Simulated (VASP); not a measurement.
Here is a VASP 6.6.1 calculation.

File INCAR:

```
PREC = Accurate
ENCUT = 600
EDIFF = 1E-6
ISMEAR = 0
SIGMA = 0.03
LREAL = False
LASPH = True
NELM = 80
ALGO = Normal
ISIF = 3
LWAVE = False
LCHARG = False
GGA = CA
IBRION = 2
NSW = 90
EDIFFG = -0.01
PSTRESS = 320.0
```

Contents of KPOINTS:

```
Automatic mesh
0
Gamma
  12 12 12
```

File POSCAR:

```
I
1.0
   -1.4538500000      1.5166500000      2.6130000000
    1.4538500000     -1.5166500000      2.6130000000
    1.4538500000      1.5166500000     -2.6130000000
I
1
Direct
    0.0000000000      0.0000000000      0.0000000000
```

Potentials or basis: VASP PAW LDA potentials, release 64 (I).

Launch:

```sh
$ cat potpaw_LDA.64/I/POTCAR > POTCAR
$ mpirun -np 1 vasp_std > vasp.out
```

Problem. Predict the relaxed volume.

Solution. 22.06 Å³/atom.

Problem. Estimate the space group after relaxing (to 0.05 Å).

Solution. I4/mmm (No. 139).

The path:
```
step  energy change (eV)  largest force (eV/Å)  pressure (GPa)  volume (Å³)
   1              0.0000                0.0000           26.87        23.05
   2              0.5219                0.0000           45.98        20.67
   3              0.1440                0.0000           32.16        22.26
   4              0.1491                0.0000           32.35        22.23
   5              0.1763                0.0000           32.82        22.06
   6              0.2076                0.0000           33.47        21.88
   7              0.1013                0.0000           28.93        22.43
   8              0.1621                0.0000           31.60        22.10
   9              0.1711                0.0000           31.94        22.05
  10              0.1715                0.0000           31.96        22.05
  11              0.1744                0.0000           32.22        22.03
  12              0.1745                0.0000           32.23        22.03
  13              0.1575                0.0000           31.61        22.12
  14              0.1679                0.0000           31.99        22.06
```

Caveat: the cell is relaxed towards a set pressure, so the enthalpy falls and the energy may rise; an odd number of electrons without spin polarisation forces a metal; a magnetic or distorted state may lie lower. The run has no spin-orbit coupling, so splittings on I are missing.
